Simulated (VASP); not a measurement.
# Settings for BN: vacuum levels of a slab or layer

BN, slab, 6 atoms in the cell. RevPBE; PAW potentials N, B (PBE set). VASP 6.6.1.

Wanted: face levels within 0.04 eV; energy within 2 meV/atom; forces within 0.02 eV/Å.

Crystal: BN, F-43m; Face: (1 1 1); Atomic planes: 6; Dipole correction: yes.

Face levels: vacuum level at each face, counted from the Fermi level.

POSCAR of the starting run:
```
BN
1.0
    2.5732989191      0.0000000000      0.0000000000
   -1.2866494595      2.2285422355      0.0000000000
    0.0000000000      0.0000000000     19.7274519793
N B
3 3
Direct
    0.9166666667      0.4583333333      0.4068073490
    0.5833333333      0.7916666667      0.5133132359
    0.2500000000      0.1250000000      0.6198191227
    0.2500000000      0.1250000000      0.3801808773
    0.9166666667      0.4583333334      0.4866867641
    0.5833333334      0.7916666667      0.5931926510
```

The series start from vacuum (Å): 15; correction: LDIPOL, IDIPOL 3, DIPOL, AMIN 0.01; k spacing (1/Å): 0.3; Cutoff ENCUT (eV): 525; SCF threshold EDIFF (eV): 1e-6; PREC: Accurate; LREAL: .FALSE.; ALGO: Normal. Each series keeps the choices made before it, and each single choice may use up half of a tolerance.

## Vacuum (Å)

| Vacuum (Å) | Face levels, largest deviation (eV) | Energy less reference (meV/atom) | Forces, largest deviation (eV/Å) | SCF iterations | Time (s) |
|---|---|---|---|---|---|
| 6 | 0.249 | 3.0 | 0.049 | 30 | 14 |
| 8 | 0.042 | 0.2 | 0.002 | 24 | 14 |
| 10 | 0.019 | 0.0 | 0.004 | 31 | 19 |
| 12 | 0.002 | 0.0 | 0.003 | 34 | 24 |
| 15 | 0.000 | 0.0 | 0.001 | 36 | 34 |
| 20 | 0.000 | 0.0 | 0.002 | 42 | 42 |
| 25 (reference) | 0.000 | 0.0 | 0.000 | 46 | 55 |

Chosen: 10, the loosest value from which every tighter one stays within half of the tolerance.

## Correction

| Correction | Face levels, largest deviation (eV) | Energy less reference (meV/atom) | Forces, largest deviation (eV/Å) | SCF iterations | Time (s) |
|---|---|---|---|---|---|
| LDIPOL, IDIPOL 3, DIPOL, AMIN 0.01 | 0.000 | 0.0 | 0.000 | 31 | 19 |
| LDIPOL, default AMIN | 0.001 | 0.0 | 0.005 | 29 | 18 |
| LDIPOL, no DIPOL | no result | no result | no result | 150 | 96 |
| IDIPOL 3 alone (energy only) | 1.570 | 4.3 | 0.125 | 25 | 17 |
| kernel truncation, coarsened | 0.113 | 0.0 | 0.006 | 29 | 25 |
| kernel truncation, full padding | 0.025 | 0.0 | 0.006 | 30 | 30 |

Chosen: LDIPOL, IDIPOL 3, DIPOL, AMIN 0.01; no other choice that stays within half of the tolerance saves 30 % of the time.

## k spacing (1/Å)

| k spacing (1/Å) | Face levels, largest deviation (eV) | Energy less reference (meV/atom) | Forces, largest deviation (eV/Å) | SCF iterations | Time (s) |
|---|---|---|---|---|---|
| 0.6 | 0.082 | 3.8 | 0.386 | 35 | 16 |
| 0.45 | 0.029 | -1.5 | 0.086 | 34 | 15 |
| 0.3 | 0.031 | 0.5 | 0.025 | 31 | 19 |
| 0.22 | 0.009 | -0.1 | 0.056 | 30 | 23 |
| 0.16 | 0.004 | 0.1 | 0.030 | 30 | 32 |
| 0.12 (reference) | 0.000 | 0.0 | 0.000 | 28 | 45 |

Chosen: 0.12; the next looser run is off by more than half of the tolerance, so convergence isn't shown beyond this value.

## Cutoff ENCUT (eV)

| Cutoff ENCUT (eV) | Face levels, largest deviation (eV) | Energy less reference (meV/atom) | Forces, largest deviation (eV/Å) | SCF iterations | Time (s) |
|---|---|---|---|---|---|
| 320 | 0.014 | 10.0 | 0.012 | 29 | 23 |
| 400 | 0.006 | 4.1 | 0.034 | 28 | 32 |
| 460 | 0.003 | 1.8 | 0.006 | 30 | 47 |
| 525 | 0.001 | 2.8 | 0.004 | 28 | 45 |
| 600 | 0.002 | 1.4 | 0.007 | 30 | 74 |
| 725 (reference) | 0.000 | 0.0 | 0.000 | 29 | 76 |

Chosen: 725; the next looser run is off by more than half of the tolerance, so convergence isn't shown beyond this value.

## SCF threshold EDIFF (eV)

| SCF threshold EDIFF (eV) | Face levels, largest deviation (eV) | Energy less reference (meV/atom) | Forces, largest deviation (eV/Å) | SCF iterations | Time (s) |
|---|---|---|---|---|---|
| 0.001 | 0.130 | 0.1 | 0.049 | 20 | 58 |
| 0.0001 | 0.074 | 0.1 | 0.007 | 21 | 61 |
| 1e-5 | 0.010 | 0.0 | 0.016 | 27 | 82 |
| 1e-6 | 0.001 | 0.0 | 0.002 | 29 | 76 |
| 1e-7 (reference) | 0.000 | 0.0 | 0.000 | 31 | 112 |

Chosen: 1e-6.

## PREC

| PREC | Face levels, largest deviation (eV) | Energy less reference (meV/atom) | Forces, largest deviation (eV/Å) | SCF iterations | Time (s) |
|---|---|---|---|---|---|
| Accurate | 0.000 | 0.0 | 0.000 | 29 | 76 |
| Normal | 0.001 | 0.0 | 0.000 | 29 | 59 |

Chosen: Accurate.

## LREAL

| LREAL | Face levels, largest deviation (eV) | Energy less reference (meV/atom) | Forces, largest deviation (eV/Å) | SCF iterations | Time (s) |
|---|---|---|---|---|---|
| .FALSE. | 0.000 | 0.0 | 0.000 | 29 | 76 |
| Auto | 0.000 | 0.0 | 0.007 | 29 | 126 |

Chosen: .FALSE..

## ALGO

| ALGO | Face levels, largest deviation (eV) | Energy less reference (meV/atom) | Forces, largest deviation (eV/Å) | SCF iterations | Time (s) |
|---|---|---|---|---|---|
| Normal | 0.000 | 0.0 | 0.000 | 29 | 76 |
| Fast | 0.016 | 0.0 | 0.046 | 27 | 86 |
| All | 0.010 | 0.0 | 0.005 | 59 | 197 |

Chosen: Normal.

## All choices together

| Input | Face levels, largest deviation (eV) | Energy less reference (meV/atom) | Forces, largest deviation (eV/Å) | Time (s) |
|---|---|---|---|---|
| starting input without the dipole correction (naive) | 1.535 | 0.7 | 0.107 | 32 |
| chosen settings | 0.017 | 0.0 | 0.002 | 76 |
| reference settings throughout | 0.000 | 0.0 | 0.000 | 262 |

The chosen settings stay within the tolerance of the reference run, but the reference itself isn't shown to be converged in: k spacing (1/Å), Cutoff ENCUT (eV).

Values of the reference run: Face levels: 7.824, 4.39 eV.

## The input

INCAR:
```
PREC     = Accurate       # precision mode
ENCUT    = 725            # plane-wave cutoff, eV
EDIFF    = 1E-6           # SCF threshold, eV
ISMEAR   = 0              # smearing method
SIGMA    = 0.1            # smearing width, eV
LREAL    = False          # projectors in reciprocal space
LASPH    = True           # aspherical terms in the spheres
ALGO     = Normal         # electronic algorithm
NELM     = 150            # most SCF steps
LWAVE    = False          # write WAVECAR
LCHARG   = False          # write CHGCAR
GGA      = RE             # functional
KPAR     = 4            
LVHAR    = True         
LVACPOTAV= True         
LDIPOL   = True         
IDIPOL   = 3            
DIPOL    = 0.5 0.5 0.5  
AMIN     = 0.01          
```

KPOINTS:
```
Automatic mesh
0
Gamma
  24 24 1
  0 0 0
```

POSCAR:
```
BN
1.0
    2.5732989191      0.0000000000      0.0000000000
   -1.2866494595      2.2285422355      0.0000000000
    0.0000000000      0.0000000000     14.7274519793
N B
3 3
Direct
    0.9166666667      0.4583333333      0.3751682538
    0.5833333333      0.7916666667      0.5178331066
    0.2500000000      0.1250000000      0.6604979594
    0.2500000000      0.1250000000      0.3395020406
    0.9166666667      0.4583333334      0.4821668934
    0.5833333334      0.7916666667      0.6248317462
```

Commands:
```
cat potpaw_PBE.64/N/POTCAR potpaw_PBE.64/B/POTCAR > POTCAR
mpirun -np 4 vasp_std > vasp.out
```

The chosen input took VASP 6.6.1 76 s on 4 cores (Intel Xeon Platinum 8259CL @ 2.50GHz (Skylake/Cascade Lake)), a shared host.

## An input that fails: dipole correction along an axis in the plane

What the run shows: the program warns: no field-free region found.

Changes against the starting input:
```
- IDIPOL = 3
+ IDIPOL = 1
```
